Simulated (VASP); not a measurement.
Runs of VASP 6.6.1 on BaS. The structure is cubic, space group Fm-3m (No. 225). The conventional cell has a = 6.363 Å, b = 6.363 Å, c = 6.363 Å, α = 90.00°, β = 90.00°, γ = 90.00°. Ba (site symmetry m-3m) has 6 S at 3.18 Å as nearest neighbours. Around S (site symmetry m-3m) lie 6 Ba at 3.18 Å. The cell is a database's computed one.

```tsv
level	potentials or basis	k mesh	cutoff (eV)	smearing	gap on the mesh (eV)	pressure (GPa)
r2SCAN	VASP PAW PBE potentials, release 64 (Ba_sv, S)	8 × 8 × 8	520	gaussian 0.02 eV	(a)	2.0
PBEsol	VASP PAW PBE potentials, release 64 (Ba_sv, S)	8 × 8 × 8	520	gaussian 0.5 eV	1.96	0.0
PBEsol	VASP PAW PBE potentials, release 64 (Ba_sv, S_h)	8 × 8 × 8	900	gaussian 0.02 eV	1.96	0.0
PBEsol	VASP PAW PBE potentials, release 64 (Ba_sv, S)	8 × 8 × 8	700	gaussian 0.02 eV	1.96	0.0
PBEsol	VASP PAW PBE potentials, release 64 (Ba_sv, S)	12 × 12 × 12	520	gaussian 0.02 eV	1.96	0.0
```

Alike in all rows: task single point; no spin polarisation; cell as given.

**Question.** Fill in the values left out.

**Answer.** (a) 2.44.

Caveats: the PAW data sets were made with another functional, which shifts forces and pressure a little; spin-orbit coupling is left out, which moves the levels of the heavy elements.

A k mesh can miss the band edges, and the runs leave out spin-orbit coupling on Ba.
